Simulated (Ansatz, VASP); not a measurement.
**CdInS2 in VASP and in Ansatz**

```
CELL_PARAMETERS angstrom
3.92042 0.00000 0.00000
-1.96021 3.39518 0.00000
0.00000 0.00000 6.90015
ATOMIC_POSITIONS crystal
In 0.00000 0.00000 0.50000
Cd 0.00000 0.00000 0.00000
S 0.33333 0.66667 0.24495
S 0.66667 0.33333 0.75505
```

Change from the starting cell: volume scaled by 1.04.

Alike in both runs: task single point; functional PBE; k mesh 8 × 8 × 4; occupations fermi-dirac, width 0.05 eV; no spin polarisation.

```csv
,VASP,Ansatz
version,VASP 6.6.1,Ansatz 0.2.0
potentials or method,"VASP PAW PBE potentials, release 64 (In_d, Cd, S)",Ansatz PAW
plane-wave cutoff (eV),520,420
valence electrons in the cell,37,45
```

|  | VASP | Ansatz | Ansatz less VASP |
| --- | --- | --- | --- |
| gap on the k mesh at the Fermi level (eV) | none | none | - |
| pressure (GPa) | -2.2 | -2.3 | -0.11 |
| largest component of the traceless stress (GPa) | 0.24 | 0.27 | +0.026 |
| rms of the force components (eV/Å) | 0.020 | 0.029 | +0.0092 |

Atom by atom the forces differ by 0.009 eV/Å (rms over components). A gap of «none» marks a metal or a gap that the smearing closes. The two sets of potentials don't hold the same shells in valence.
